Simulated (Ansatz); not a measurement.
Relaxed bulk HfN, space group Fm-3m (No. 225):

```yaml
crystal:
  lattice:
    - [0.00000, 2.27390, 2.27390]
    - [2.27390, 0.00000, 2.27390]
    - [2.27390, 2.27390, 0.00000]
  atoms:
    - { symbol: Hf, position: [0.50000, 0.50000, 0.50000] }
    - { symbol: N, position: [0.00000, 0.00000, 0.00000] }
```

Miller indices refer to the conventional cell of Fm-3m (No. 225), a = 4.548 Å, b = 4.548 Å, c = 4.548 Å, α = 90.00°, β = 90.00°, γ = 90.00°.

Consider the (211) slab of 11 planes, 9.3 Å thick with 15 Å of vacuum as cut; outer planes HfN (top) and HfN (bottom), all atoms relaxed.

All numbers below come from DFT PBE, scalar-relativistic, plane waves, PAW in Ansatz. Cutoff 420 eV; k points 11×5×1 on the computed 22-atom cell (Γ-centred); Gaussian smearing, width 0.10 eV; no spin polarisation. A dipole correction removes the field between periodic images along c.

Read from the bulk's Fermi level, the relaxed top face's work function is 3.67 eV: the slab is thin for this quantity. The slab's inner planes relax by over 3 % too, so it holds no bulk-like region.

Q: Give the surface energy (mean of both faces).

A: 2.34 J/m².

Q: Estimate the work function.

A: 3.93 eV.

Q: The top two planes lie 0.928 Å apart in the bulk. How does relaxation change this?

A: The spacing becomes 0.667 Å (-28.1 %), and the top plane rumples by 0.055 Å.

Spin-orbit coupling is left out, which matters for the bands of heavy elements. Spin polarisation was left out, and a magnetic state may lie lower.

Worked out: the slab's 22 atoms lie 7.407 eV above the same atoms in the bulk. Shared over two faces of 25.33 Å² this is 146.2 meV/Å², and 1 eV/Å² is 16.02 J/m², which gives 2.34 J/m². The cut crosses 8 bonds a cell (neighbours within 10 % of the shortest distances), so each costs 0.93 eV on this count. The top plane, flat in the bulk, buckles with Hf 0.05 Å above N: here the cation ends outward.

The large contraction of the outer spacing, -28.1 %, reflects how open this face is. The planes lie close together, so a modest inward shift is a large fraction of the spacing, and the outermost atoms have lost half their nearest neighbours. Sinking inward lets them strengthen their remaining Hf 5d–N 2p bonds. Because each plane contains both elements in equal number, the cut is nonpolar and the relaxation need not compensate a diverging electrostatic potential.

The slight outward position of Hf is the reverse of the rumpling usual on (001) faces of rocksalt nitrides. This suggests that on the stepped face N sinks further to regain coordination to the Hf below. The 0.93 eV per cut bond is an effective cost that includes relaxation and the metallic d-electron contribution, not the strength of an isolated Hf–N bond. The surface energy of 2.34 J/m² alone doesn't show whether the face would persist or break up into (001) facets, which are typically favoured in this structure.
